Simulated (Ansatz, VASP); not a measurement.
**BaTiO3: VASP beside Ansatz**

```
Ba Ti O
1.0
     3.95574    0.00000    0.00000
     0.00000    3.95574    0.00000
     0.00000    0.00000    4.04332
Ba Ti O
1 1 3
Direct
  0.00000 0.00000 0.99510
  0.50000 0.50000 0.47994
  0.50000 0.50000 0.02476
  0.50000 0.00000 0.51410
  0.00000 0.50000 0.51410
```

Alike in both runs: functional PBEsol; k mesh 8 × 8 × 8; occupations gaussian, width 0.02 eV; no spin polarisation.

Ansatz relaxed the structure, and its values are those at the end. VASP's run is a single point on that final structure, the one shown.

```csv
,VASP,Ansatz
version,VASP 6.6.1,Ansatz 0.2.0
potentials or method,"VASP PAW PBE potentials, release 64 (Ba_sv, Ti_sv, O)","scalar-relativistic, plane waves, PAW"
plane-wave cutoff (eV),520,420
valence electrons in the cell,40,40
```

```tsv
	VASP	Ansatz	Ansatz less VASP
gap on the k mesh at the Fermi level (eV)	1.78	1.85	+0.067
least direct gap on the mesh (eV)	2.19	2.22	+0.030
pressure (GPa)	1.9	0.0	-1.95
rms of the force components (eV/Å)	0.022	0.000	-0.0222
```

Caveats: the PAW data sets were made with another functional, which shifts forces and pressure a little (VASP); spin-orbit coupling is left out, which moves the levels of the heavy elements. A k mesh can miss the band edges. As with any semilocal functional, this PBEsol gap is likely too small.
